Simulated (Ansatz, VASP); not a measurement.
TaC in VASP and in Ansatz

```
Ta C
1.0
     0.00000    2.33835    2.33835
     2.33835    0.00000    2.33835
     2.33835    2.33835    0.00000
Ta C
1 1
Direct
  0.00000 0.00000 0.00000
  0.50000 0.50000 0.50000
```

Change from the starting cell: strain +0.050 along x and y, +0.050 along z, atoms carried along.

Alike in both runs: task single point; functional PBE; k mesh 18 × 18 × 18; occupations gaussian, width 0.15 eV; no spin polarisation.

|  | VASP | Ansatz |
| --- | --- | --- |
| version | VASP 6.6.1 | Ansatz 0.2.0 |
| potentials or method | VASP PAW PBE potentials, release 64 (Ta_pv, C) | scalar-relativistic, plane waves, PAW |
| plane-wave cutoff (eV) | 520 | 420 |
| valence electrons in the cell | 15 | 17 |

Ansatz gave:

```
gap on the k mesh at the Fermi level (eV) : none
pressure (GPa)                            : -32.3
```

Which values does VASP return?

gap on the k mesh at the Fermi level (eV): none; pressure (GPa): -31.9.

A gap of «none» marks a metal or a gap that the smearing closes. The two sets of potentials don't hold the same shells in valence.

Caveats: the cell as given lies far from equilibrium; so large a pressure means that the cell lies far from this level's equilibrium, or that cutoff or potentials fall short (VASP). Spin-orbit coupling is left out, which matters for the levels of Ta.
